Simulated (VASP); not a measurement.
```yaml
crystal:
  lattice:
    - [3.85285, 0.00000, 0.00000]
    - [0.00000, 3.85285, 0.00000]
    - [0.00000, 0.00000, 3.85285]
  atoms:
    - { symbol: La, position: [0.00000, 0.00000, 0.00000] }
    - { symbol: Al, position: [0.50000, 0.50000, 0.50000] }
    - { symbol: O, position: [0.50000, 0.00000, 0.50000] }
    - { symbol: O, position: [0.00000, 0.50000, 0.50000] }
    - { symbol: O, position: [0.50000, 0.50000, 0.00000] }
```

The numbers are results of SCAN meta-GGA, VASP's PBE PAW potentials (set 64) (plane waves; VASP), not measurements. Run with 520 eV cut-off, 6×6×6 Γ-centred mesh, Gaussian smearing of 0.050 eV, potentials La Al O.

Question: The job: LaAlO3 (cubic perovskite), 5 atoms, SCAN, static run, 520 eV, 6×6×6 Γ-centred mesh. Roughly how much core time does it take on a busy server core?

Answer: About 90 core-seconds (one run on a shared machine, a rough figure). It had 20 irreducible k-points, 20 bands, up to 1568 plane waves and 23 electronic steps.

The compound is LaAlO3 in the cubic perovskite structure, the ideal cubic form; the compound distorts at low or room temperature. This cell is one point of a volume scan, at 1.06 of the reference volume.
